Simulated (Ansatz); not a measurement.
The cell is COD entry 1514105, as deposited and not checked against the literature; nothing was relaxed.

An input for MnO: DFT, PBE, all-electron LAPW, scalar-relativistic (Ansatz 0.2.0).

```yaml
crystal:
  lattice:
    - [0.0, 2.222, 2.222]
    - [2.222, 0.0, 2.222]
    - [2.222, 2.222, 0.0]
  atoms:
    - { symbol: Mn, position: [0.0, 0.0, 0.0], spin: 4.0 }
    - { symbol: O, position: [0.5, 0.5, 0.5] }
magnetization:
  spin_polarized: true
kpoints:
  mp_grid: { grid: [16, 16, 16] }
  band_path:
    path:
      - [0.0, 0.0, 0.0]
      - [0.5, 0.0, 0.5]
      - [0.625, 0.25, 0.625]
      - [0.375, 0.375, 0.75]
      - [0.0, 0.0, 0.0]
      - [0.5, 0.5, 0.5]
      - [0.5, 0.25, 0.75]
      - [0.5, 0.0, 0.5]
    npoints: 8
scf:
  occupations: { method: fermi_dirac, width: 0.05 }
hamiltonian:
  xc: pbe
  pseudopotentials: { kind: all_electron, lapw: { basis_error: 0.00025 } }
output:
  forces: true
  stress: true
  eigenvalues: true
  populations: true
  dos: { projected: true, de: 0.2, e_range: [-14, 8] }
```

Set-up and iterations as logged by Ansatz (the results part is left out, to be predicted):

```
Mn: projections on atomic orbitals take those of the free atom 1s2 2s2 2p6 3s2 3p6 3d5 4s2, of charge +0.00 (hamiltonian.pseudopotentials.projection_atoms)
O: projections on atomic orbitals take those of the free atom 1s2 2s2 2p4, of charge +0.00 (hamiltonian.pseudopotentials.projection_atoms)
LAPW: plane waves up to 9.954 Å⁻¹, error target 2.5e-4 eV per atom; small_component_spin mean_spin; O in spheres of 1.020 Å, 8 of its electrons in bands, Dirac shells []; Mn in spheres of 1.202 Å, 15 of its electrons in bands, Dirac shells []
Engine: ansatz 0.2.0
Pseudopotentials: kind: all_electron
Pseudopotential: Mn, LAPW, valence charge 15, Koelling and Harmon's equation, gaussian nucleus
Pseudopotential: O, LAPW, valence charge 8, Koelling and Harmon's equation, gaussian nucleus
Functional definition: PBE
  parameter kappa = 0.804
  parameter beta = 0.06672455060314922
  exchange = pbe_x(kappa = kappa, mu = beta*pi^2/3)
  correlation = pbe_c(beta = beta)
Crystal: 2 atoms, lattice volume = 21.941 Å³
Basis set: ecut = 377.4686209819329 eV, 339 PW (Γ), exchange–correlation at level 2
Bands: 18, of which v1, the nominal top of the filled ones, is band 12 counted from 1 (11 counted from 0)
Symmetry: 48 space group operations
Space group: Fm-3m (ITA 225), of the structure as read, at distance tolerance 2.8e-5 Å
Magnetic group: BNS 225.116 (UNI 1618), of the structure as read, at distance tolerance 2.8e-5 Å
k-points: 145 of 4096
Non-local potential: Mn, projectors of the file, none
Non-local potential: O, projectors of the file, none
Initial density: superposition of atomic densities (chi_scale 0.1, normalization cell, long waves kept (reshape's long-wave potential 0.00 eV rms))
Starting moments: Σ|m| = 4 μB on 1 of 2 sites
Initial wavefunctions: plane waves of lowest kinetic energy (no species holds an atomic orbital)
Functional: x = pbe(κ = 0.804, μ = 0.2195149727645171), c = pbe(β = 0.06672455060314922)
iter 1 solved again at ethr=8.42e-3 eV; its pass at ethr=1.00e-1 eV (dr2=1.94e0 eV) is discarded
SCF iter   1: F=—  HF=-33577.537902 eV  |F-HF|=—  |Δ(HF+E_count)|=         —  Δρ=5.83e-2 (↑5.09e-2 ↓5.83e-2)  dr2=1.93e0  dr2_m=2.26e-1  β_m=0.30  ethr=8.42e-3  ⟨swp⟩=2.0  Hψ=33787  notcnv=0
Mixer restart at iter 1: flushing history
SCF iter   2: F=—  HF=-33576.472222 eV  |F-HF|=—  |Δ(HF+E_count)|=    1.07e0  Δρ=2.74e-2 (↑2.64e-2 ↓2.74e-2)  dr2=4.42e-1  dr2_m=6.51e-2  β_m=0.40  ethr=8.41e-3  ⟨swp⟩=2.0  Hψ=15368  notcnv=0
SCF iter   3: F=—  HF=-33576.413782 eV  |F-HF|=—  |Δ(HF+E_count)|=   5.84e-2  Δρ=1.23e-2 (↑1.23e-2 ↓1.20e-2)  dr2=1.16e-1  dr2_m=9.36e-3  β_m=0.52  ethr=1.92e-3  ⟨swp⟩=2.0  Hψ=15655  notcnv=0
iter 4 solved again at ethr=7.22e-6 eV; its pass at ethr=5.04e-4 eV (dr2=1.66e-3 eV) is discarded
SCF iter   4: F=—  HF=-33576.423395 eV  |F-HF|=—  |Δ(HF+E_count)|=         —  Δρ=2.47e-3 (↑2.47e-3 ↓1.95e-3)  dr2=1.66e-3  dr2_m=4.25e-4  β_m=0.52  ethr=7.22e-6  ⟨swp⟩=2.0  Hψ=25357  notcnv=0
Mixer restart at iter 4: flushing history
the basis was enlarged: its passes take 1.3 MiB over the memory plan, 2 of 2 planned eigensolver slots
SCF iter   5: F=—  HF=-33576.426138 eV  |F-HF|=—  |Δ(HF+E_count)|=   2.74e-3  Δρ=1.86e-3 (↑1.86e-3 ↓9.32e-4)  dr2=2.11e-3  dr2_m=8.51e-5  β_m=0.51  ethr=7.22e-6  ⟨swp⟩=2.8  Hψ=16105  notcnv=0
SCF iter   6: F=—  HF=-33576.425618 eV  |F-HF|=—  |Δ(HF+E_count)|=   5.20e-4  Δρ=7.94e-4 (↑7.94e-4 ↓5.94e-4)  dr2=1.48e-4  dr2_m=5.43e-5  β_m=0.61  ethr=7.22e-6  ⟨swp⟩=2.1  Hψ=13859  notcnv=0
SCF iter   7: F=—  HF=-33576.426007 eV  |F-HF|=—  |Δ(HF+E_count)|=   3.89e-4  Δρ=1.85e-4 (↑1.85e-4 ↓1.34e-4)  dr2=5.27e-6  dr2_m=3.89e-6  β_m=0.77  ethr=6.43e-7  ⟨swp⟩=3.0  Hψ=14631  notcnv=0
SCF iter   8: F=—  HF=-33576.426027 eV  |F-HF|=—  |Δ(HF+E_count)|=   1.95e-5  Δρ=4.58e-5 (↑4.58e-5 ↓1.58e-5)  dr2=5.31e-7  dr2_m=1.28e-7  β_m=0.70  ethr=2.29e-8  ⟨swp⟩=3.0  Hψ=14981  notcnv=0
SCF iter   9: F=—  HF=-33576.426027 eV  |F-HF|=—  |Δ(HF+E_count)|=   3.73e-8  Δρ=7.00e-6 (↑3.17e-6 ↓7.00e-6)  dr2=2.32e-8  dr2_m=1.43e-9  β_m=0.67  ethr=2.31e-9  ⟨swp⟩=2.5  Hψ=14307  notcnv=0
SCF iter  10: F=-33576.426027 eV  HF=-33576.426027 eV  |F-HF|=1.09e-10  |Δ(HF+E_count)|=   2.07e-9  Δρ=1.37e-6 (↑1.13e-6 ↓1.37e-6)  dr2=8.91e-10  dr2_m=1.05e-10  ethr=1.01e-10  ⟨swp⟩=2.0  Hψ=13848  notcnv=0
```

Semilocal functionals without U often leave such compounds metallic or with too small a gap, and the real magnetic order may differ.

(1) What pressure will this run report?

(2) What moment will the cell end with?

(3) Is there a band gap?

## Answers

(1) -0.13 GPa (positive in compression).

(2) 4.76 μB.

(3) none: bands cross the Fermi level, a metal.
